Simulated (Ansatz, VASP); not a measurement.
**WSe: VASP beside Ansatz**

File INCAR:

```
  PREC = Accurate
  ENCUT = 520
  EDIFF = 1E-6
  ISMEAR = -1
  SIGMA = 0.05
  LREAL = False
  LASPH = True
  NELM = 80
  ALGO = Normal
  ISIF = 2
  LWAVE = False
  LCHARG = False
  GGA = PE
  NBANDS = 28
```

The input KPOINTS:

```
regular mesh
0
Gamma
  9 9 1
```

The input POSCAR:

```
WSe
1.0
    3.3179375931      0.0000000000      0.0000000000
   -1.6589687965      2.8734182438      0.0000000000
    0.0000000000      0.0000000000     31.6581424200
W Se
2 2
Direct
    0.0000000000      0.0000000000      0.2369058772
    0.0000000000      0.0000000000      0.7630941228
    0.3333333300      0.6666666600      0.2894123711
    0.3333333300      0.6666666600      0.7105876289
```

input.yaml

```yaml
crystal:
  lattice:
    - [3.3179375931, 0.0, 0.0]
    - [-1.6589687965, 2.8734182438, 0.0]
    - [0.0, 0.0, 31.65814242]
  atoms:
    - { symbol: W, position: [0.0, 0.0, 0.2369058772] }
    - { symbol: Se, position: [0.33333333, 0.66666666, 0.2894123711] }
    - { symbol: Se, position: [0.33333333, 0.66666666, 0.7105876289] }
    - { symbol: W, position: [0.0, 0.0, 0.7630941228] }
kpoints:
  mp_grid: { grid: [9, 9, 1] }
scf:
  occupations: { method: fermi_dirac, width: 0.05 }
hamiltonian:
  xc: pbe
  pseudopotentials: { kind: all_electron, lapw: { basis_error: 0.002 } }
output:
  forces: true
  stress: true
  eigenvalues: true
```

Alike in both runs: task single point; functional PBE; k mesh 9 × 9 × 1; occupations fermi-dirac, width 0.05 eV; no spin polarisation.

|  | VASP | Ansatz |
| --- | --- | --- |
| version | VASP 6.6.1 | Ansatz 0.2.0 |
| potentials or method | VASP PAW PBE potentials, release 64 (W_sv, Se) | all-electron LAPW, scalar-relativistic |
| plane-wave cutoff (eV) | 520 | see its input |

VASP gave:

```
gap on the k mesh at the Fermi level (eV) : 0.35
least direct gap on the mesh (eV)         : 0.77
rms of the force components (eV/Å)        : 0.234
```

Q: What did Ansatz give for the same quantities?

A: gap on the k mesh at the Fermi level (eV): 0.35; least direct gap on the mesh (eV): 0.77; rms of the force components (eV/Å): 0.246.

Ansatz ran all-electron here, so the differences hold the error of VASP's frozen core and of both bases.

Caveats: spin-orbit coupling is left out, which moves the levels of the heavy elements.
